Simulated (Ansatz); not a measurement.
# CdO (Monteponite) under changes of volume

One of the cells (12.970 Å³/atom); the others are scaled copies at fixed shape and fractional positions:

```
Cd O
1.0
     0.00000    2.34950    2.34950
     2.34950    0.00000    2.34950
     2.34950    2.34950    0.00000
Cd O
1 1
Direct
  0.00000 0.00000 0.00000
  0.50000 0.50000 0.50000
```

* Program: Ansatz 0.2.0
* Functional: PBEsol
* Dispersion: D3(BJ)
* Potentials or basis: Ansatz PAW
* Cutoff: 420 eV (not typed: the program's choice for these potentials)
* k mesh: 10 × 10 × 10
* Occupations: fermi-dirac, width 0.05 eV
* Spin: no spin polarisation

```csv
volume (Å³/atom),energy over the lowest point (meV/atom),pressure (GPa)
12.191,?,?
12.451,0.62,2.0
12.710,0.00,-1.2
12.970,4.31,-4.1
13.229,13.03,-6.6
13.488,25.56,-8.9
13.748,41.59,-10.9
```

Task: What does the run at 12.191 Å³/atom give?

Result: Energy over the lowest point 6.74 meV/atom; pressure 5.7 GPa.

Worked out: A Birch-Murnaghan fit of order 3 (a polynomial in V^(-2/3)) to the other rows has its minimum at 12.61 Å³/atom with B0 = V·E''(V) = 156 GPa and B' = 5.0. It gives 6.88 meV/atom at 12.191 Å³/atom, against the run's 6.74, and -dE/dV = 5.7 GPa, against 5.7.

Energies are extrapolated to zero smearing.

Caveats: pairwise dispersion overbinds metals, which lowers pressure and volume; the PAW data sets come from PBE, with cores solved anew for the run's functional, which leaves a small shift of forces and pressure.
